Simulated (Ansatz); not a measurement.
The system is LiH.

```
CELL_PARAMETERS angstrom
0.00000 2.03675 2.03675
2.03675 0.00000 2.03675
2.03675 2.03675 0.00000
ATOMIC_POSITIONS crystal
Li 0.00000 0.00000 0.00000
H 0.50000 0.50000 0.50000
```

* Program: Ansatz 0.2.0
* Task: single point
* Functional: PBE
* Potentials or basis: Ansatz PAW
* Cutoff: 420 eV (not typed: the program's choice for these potentials)
* k mesh: 11 × 11 × 11
* Occupations: fermi-dirac, width 0.05 eV
* Spin: no spin polarisation

On this cell: pressure -1.7 GPa; largest force zero by symmetry; band gap on the k mesh 3.21 eV, direct.

The same run follows on a disturbed copy (atoms moved at random, drawn with an rms of 0.05 Å):

```
CELL_PARAMETERS angstrom
0.00000 2.03675 2.03675
2.03675 0.00000 2.03675
2.03675 2.03675 0.00000
ATOMIC_POSITIONS crystal
Li 0.01223 0.99611 0.00039
H 0.49669 0.49811 0.50465
```

Question: What does the disturbed cell give?

Answer: The energy moves by +0.3 meV/atom; pressure -1.6 GPa; largest force 0.035 eV/Å; band gap on the k mesh 3.21 eV, direct.

Forces on the atoms (eV/Å):
```
Li   0.012 -0.021 -0.026
H   -0.012  0.021  0.026
```

Caveats: odd divisions of the mesh miss points on the zone boundary, where band edges often lie, so the gap on the mesh can be too wide.

A k mesh can miss the band edges.
